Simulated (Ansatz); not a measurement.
Write the native input for Ansatz 0.2.0 that does the following.

- Task: relaxation of cell and atoms
- Functional: PBEsol
- Potentials or basis: Ansatz PAW
- Cutoff: 420 eV (not typed: the program's choice for these potentials)
- k mesh: 5 × 5 × 5
- Occupations: fermi-dirac, width 0.05 eV
- Spin: no spin polarisation

The system is CsPbBr3.

```
Pb Cs Br
1.0
     5.87000    0.00000    0.00000
     0.00000    5.87000    0.00000
     0.00000    0.00000    5.87000
Pb Cs Br
1 1 3
Direct
  0.50000 0.50000 0.50000
  0.00000 0.00000 0.00000
  0.50000 0.50000 0.00000
  0.50000 0.00000 0.50000
  0.00000 0.50000 0.50000
```

Measurements of this composition are mostly on another form, of space group No. 62.

The input as run:

input.yaml

```yaml
crystal:
  lattice:
    - [5.87, 0.0, 0.0]
    - [0.0, 5.87, 0.0]
    - [0.0, 0.0, 5.87]
  atoms:
    - { symbol: Pb, position: [0.5, 0.5, 0.5] }
    - { symbol: Cs, position: [0.0, 0.0, 0.0] }
    - { symbol: Br, position: [0.5, 0.5, 0.0] }
    - { symbol: Br, position: [0.5, 0.0, 0.5] }
    - { symbol: Br, position: [0.0, 0.5, 0.5] }
hamiltonian:
  xc: pbesol
  pseudopotentials: { kind: paw }
kpoints:
  mp_grid: { grid: [5, 5, 5] }
scf:
  occupations: { method: fermi_dirac, width: 0.05 }
output:
  forces: true
  stress: true
  eigenvalues: true
relax:
  f_tol: 0.01
  max_steps: 40
  cell: { stress_tol: 0.05 }
```

Potentials or basis: Ansatz PAW.

Command:

```console
$ ansatz run input.yaml --threads 2 --pin off --max-ram 5632MiB --backend cpu --events-out ev --progress --plain --runs-dir out
```

It gave:

The energy gained by relaxing is 0.0 meV/atom, the ionic steps are 2 and the pressure after relaxing is 0.0 GPa. The band gap on the k mesh is 2.57 eV, direct.

Caveat: odd divisions of the mesh miss points on the zone boundary, where band edges often lie, so the gap on the mesh can be too wide; the plane-wave basis is chosen anew once the cell has moved, so the energies of steps on either side of that aren't comparable; spin-orbit coupling is left out, which as a rule narrows the gap of such compounds by several tenths of an eV; the PAW data sets come from PBE, with cores solved anew for the run's functional, which leaves a small shift of forces and pressure.

It took 1.4 s on 2 threads of AMD EPYC 9R45 96-Core Processor (Zen 5) (shared host), peak memory 0.53 GiB.
